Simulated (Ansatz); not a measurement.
**Relaxing SiS2**

Level of theory: DFT, PBE, scalar-relativistic, no spin polarisation; plane waves to 420 eV with PAW datasets (Ansatz 0.2.0), 8×8×8 k-mesh, Gaussian smearing of 0.05 eV; PAW files: Ansatz's generated set soft_2.

The chain of runs began from a cell as deposited in COD, expanded in volume. The relaxation kept the space group but changed the cell's proportions, one axis by 8 % at equal volume, so the results may not describe the measured structure.

The start:

```xyz
6
Lattice="-2.8344 4.8009 2.7792 2.8344 -4.8009 2.7792 2.8344 4.8009 -2.7792" Properties=species:S:1:pos:R:3 pbc="T T T"
Si    0.0000    0.0000    4.1688
Si    0.0000    0.0000    1.3896
S     1.6043    3.6775    2.7792
S     1.2301    1.1234    0.0000
S     1.2301   -1.1234    2.7792
S     1.6043    5.9243    0.0000
```

The runs in order:

```
run  level  k-mesh                    kind  V (Å³/atom)  P (GPa)  E − E(final) (meV/atom)  gap on the mesh (eV)
  1    PBE   8×8×8  cell and atoms relaxed        32.48      0.0                      0.0                  3.10
  2    PBE   8×8×8  cell and atoms relaxed        32.48      0.0                      0.0                  3.10
```

Cell and atoms are those of this level's equilibrium.

The final structure (symmetry read at 0.01 Å). Symmetry: Ibam, No. 72, orthorhombic system. Conventional cell: a = 6.295 Å, b = 11.068 Å, c = 5.594 Å, α = 90.00°, β = 90.00°, γ = 90.00°. Around Si (site symmetry 222) lie 4 S at 2.15 Å. Around S (site symmetry m) lie 2 Si at 2.15 Å. (Neighbours are counted to 15 % beyond the shortest distance.)

```
atom  site  symmetry       x       y       z
  Si    4a       222  0.0000  0.0000  0.7500
   S    8j       ..m  0.8160  0.8961  0.0000
```

- At the final geometry the gap, band path included, is 3.07 eV.
- Against the elements' standard states, run alike and uncorrected, the formation energy is -0.68 eV/atom.
- The runs in the table took roughly 5 core-minutes.

**Reading the result.**

Within 0.6 eV of the edges the projected states are 100 % S 3p at the top of the valence band and 47 % S 3p at the bottom of the conduction band. The conduction edge mixes several shells, so no single label fits the gap.

Kohn–Sham gaps of semilocal functionals lie under measured ones, often by a third or more. The structure is built of weakly bound chains, and this functional has no dispersion term, so their spacing and all that hangs on it (volume, the soft elastic constants, low modes, dielectric constants) are poorly given.
